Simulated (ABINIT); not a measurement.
Crystal: MgB2.

```
Mg B
1.0
     3.08500    0.00000    0.00000
    -1.54250    2.67169    0.00000
     0.00000    0.00000    3.52300
Mg B
1 2
Direct
  0.00000 0.00000 0.00000
  0.66667 0.33333 0.50000
  0.33333 0.66667 0.50000
```

Base run:

| Quantity | Value |
| --- | --- |
| Program | ABINIT 10.8.3 (patched build) |
| Functional | PBE |
| Potentials or basis | PseudoDojo NC SR PBE v0.5 standard |
| Cutoff | 1034 eV |
| k mesh | 8 × 8 × 6 |
| Occupations | fermi-dirac, width 0.05 eV |
| Spin | no spin polarisation |

Its results: band gap on the k mesh none (metal or under the smearing width); pressure -1.6 GPa.

Question: The run is repeated on the same cell with these changes: potentials or basis from PseudoDojo NC SR PBE v0.5 standard to PseudoDojo NC SR PBE v0.4.1 standard; cutoff from 1034 eV to 1088 eV. What comes out?

Answer: Band gap on the k mesh none (metal or under the smearing width); pressure -1.0 GPa.
